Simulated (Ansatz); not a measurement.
**Co: relaxation of cell and atoms with revPBE+D4**

Crystal: Co.

```
Co
1.0
     2.47056    0.00000    0.00000
    -1.23528    2.13957    0.00000
     0.00000    0.00000    8.08823
Co
4
Direct
  0.66667 0.33333 0.75000
  0.00000 0.00000 0.50000
  0.33333 0.66667 0.25000
  0.00000 0.00000 0.00000
```

```json
{"Program": "Ansatz 0.2.0", "Task": "relaxation of cell and atoms", "Functional": "revPBE", "Dispersion": "D4", "Potentials or basis": "Ansatz PAW", "Cutoff": "420 eV (not typed: the program's choice for these potentials)", "k mesh": "12 × 12 × 4", "Occupations": "fermi-dirac, width 0.05 eV", "Spin": "collinear spin, ferromagnetic start", "Starting moments": "[2.0, 2.0, 2.0, 2.0] μB"}
```

```yaml
Relaxed_volume: 10.60 Å³/atom
Relaxed_cell: a = 2.474 Å, b = 2.474 Å, c = 8.001 Å, α = 90.00°, β = 90.00°, γ = 120.00°
Space_group_after_relaxing_to_0.05_Å: P6_3/mmc (No. 194)
Energy_gained_by_relaxing: 1.6 meV/atom
Ionic_steps: 5
Pressure_after_relaxing: 0.0 GPa
Net_moment: 6.62 μB per cell
Absolute_moment: 7.25 μB per cell
Site_moments: Co +1.74, +1.72 μB
```

Step by step:
| step | energy change (eV) | largest force (eV/Å) | volume (Å³) |
| --- | --- | --- | --- |
| 1 | 0.0000 | 0.0000 | 42.75 |
| 2 | -0.0048 | 0.0000 | 42.57 |
| 3 | -0.0067 | 0.0000 | 42.39 |
| 4 | -0.0067 | 0.0000 | 42.40 |
| 5 | -0.0063 | 0.0000 | 42.40 |

Final structure:
```yaml
crystal:
  lattice:
    - [2.47353, 0.00000, 0.00000]
    - [-1.23677, 2.14214, 0.00000]
    - [0.00000, 0.00000, 8.00126]
  atoms:
    - { symbol: Co, position: [0.66667, 0.33333, 0.75000] }
    - { symbol: Co, position: [0.00000, 0.00000, 0.50000] }
    - { symbol: Co, position: [0.33333, 0.66667, 0.25000] }
    - { symbol: Co, position: [0.00000, 0.00000, 0.00000] }
```

Wall time 74 s on 2 threads of Intel(R) Xeon(R) Processor @ 2.50GHz (Skylake/Cascade Lake), with other jobs on the host, peak memory 0.5 GiB.

Caveat: the plane-wave basis is chosen anew once the cell has moved, so the energies of steps on either side of that aren't comparable; the PAW data sets come from PBE, with cores solved anew for the run's functional, which leaves a small shift of forces and pressure.
